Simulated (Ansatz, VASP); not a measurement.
**One calculation of C, two programs**

Contents of INCAR:

```
SYSTEM = C
  ALGO = Normal
  EDIFF = 1E-7
  ENCUT = 520
  GGA = PE
  ISIF = 2
  ISMEAR = -1
  LASPH = .TRUE.
  LCHARG = .FALSE.
  LREAL = .FALSE.
  LWAVE = .FALSE.
  NBANDS = 16
  NELM = 60
  PREC = Accurate
  SIGMA = 0.05
```

File KPOINTS:

```
k-points
0
G
  12 12 12
  0 0 0
```

The input POSCAR:

```
C
1.0
    1.2080139297      0.6974471676      8.1135346977
   -1.2080139297      0.6974471676      8.1135346977
    0.0000000000     -1.3948943350      8.1135346977
C
4
Direct
    0.0871730800      0.0871730800      0.0871730800
    0.7538500600      0.7538500600      0.7538500600
    0.2461499400      0.2461499400      0.2461499400
    0.9128269200      0.9128269200      0.9128269200
```

The input input.yaml:

```yaml
crystal:
  lattice:
    - [1.2080139297, 0.6974471676, 8.1135346977]
    - [-1.2080139297, 0.6974471676, 8.1135346977]
    - [0.0, -1.394894335, 8.1135346977]
  atoms:
    - { symbol: C, position: [0.08717308, 0.08717308, 0.08717308] }
    - { symbol: C, position: [0.75385006, 0.75385006, 0.75385006] }
    - { symbol: C, position: [0.24614994, 0.24614994, 0.24614994] }
    - { symbol: C, position: [0.91282692, 0.91282692, 0.91282692] }
hamiltonian:
  xc: pbe
  pseudopotentials: { kind: paw }
kpoints:
  mp_grid: { grid: [12, 12, 12] }
scf:
  occupations: { method: fermi_dirac, width: 0.05 }
output:
  forces: true
  stress: true
  eigenvalues: true
```

Change from the starting cell: volume scaled by 0.94.

Alike in both runs: task single point; functional PBE; k mesh 12 × 12 × 12; occupations fermi-dirac, width 0.05 eV; no spin polarisation.

|  | VASP | Ansatz |
| --- | --- | --- |
| version | VASP 6.6.1 | Ansatz 0.2.0 |
| potentials or method | VASP PAW PBE potentials, release 64 (C) | Ansatz PAW |
| plane-wave cutoff (eV) | 520 | 420 |
| valence electrons in the cell | 16 | 16 |

VASP gave:

| Quantity | Value |
| --- | --- |
| gap on the k mesh at the Fermi level (eV) | 0.20 |
| least direct gap on the mesh (eV) | 0.20 |
| pressure (GPa) | 15.9 |
| largest component of the traceless stress (GPa) | 15.68 |
| rms of the force components (eV/Å) | 0.006 |

Question: Which values does Ansatz return?

Answer: gap on the k mesh at the Fermi level (eV): 0.20; least direct gap on the mesh (eV): 0.20; pressure (GPa): 15.5; largest component of the traceless stress (GPa): 15.22; rms of the force components (eV/Å): 0.006.

Atom by atom the forces differ by 0.000 eV/Å (rms over components).

Caveats: the pressure holds a Pulay correction of +0.5 GPa for the finite cutoff (Ansatz). A k mesh can miss the band edges.
